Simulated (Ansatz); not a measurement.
Ir:

```
CELL_PARAMETERS angstrom
2.75138 0.00000 0.00000
-1.37569 2.38276 0.00000
0.00000 0.00000 4.46229
ATOMIC_POSITIONS crystal
Ir 0.33333 0.66667 0.25000
Ir 0.66667 0.33333 0.75000
```

This isn't the form of Ir at room conditions, which is fcc.

- Program: Ansatz 0.2.0
- Task: relaxation of cell and atoms
- Functional: HSE03
- Potentials or basis: Ansatz PAW
- Cutoff: 420 eV (not typed: the program's choice for these potentials)
- k mesh: 6 × 6 × 3
- Occupations: fermi-dirac, width 0.05 eV
- Spin: no spin polarisation

At the start: volume 14.63 Å³/atom.

**Question.** How do energy, volume and symmetry change on relaxing?

**Answer.** It ends after 6 steps and the volume is 14.08 Å³/atom (-3.8 %); space group P6_3/mmc (No. 194, to 0.05 Å).

The path:
```
step  energy change (eV)  largest force (eV/Å)  volume (Å³)
   1              0.0000                0.0000        29.25
   2             -0.0133                0.0000        27.04
   3             -0.0737                0.0000        28.27
   4             -0.0745                0.0000        28.16
   5             -0.0745                0.0000        28.15
   6             -0.0738                0.0000        28.15
```

Final structure:
```yaml
crystal:
  lattice:
    - [2.74116, 0.00000, 0.00000]
    - [-1.37058, 2.37392, 0.00000]
    - [0.00000, 0.00000, 4.32610]
  atoms:
    - { symbol: Ir, position: [0.33333, 0.66667, 0.25000] }
    - { symbol: Ir, position: [0.66667, 0.33333, 0.75000] }
```

Caveat: the k mesh is coarse (spacing up to 0.47 Å⁻¹), so the values aren't converged, least of all with exact exchange; the plane-wave basis is chosen anew once the cell has moved, so the energies of steps on either side of that aren't comparable; the PAW data sets come from PBE, with cores solved anew for the run's functional, which leaves a small shift of forces and pressure.
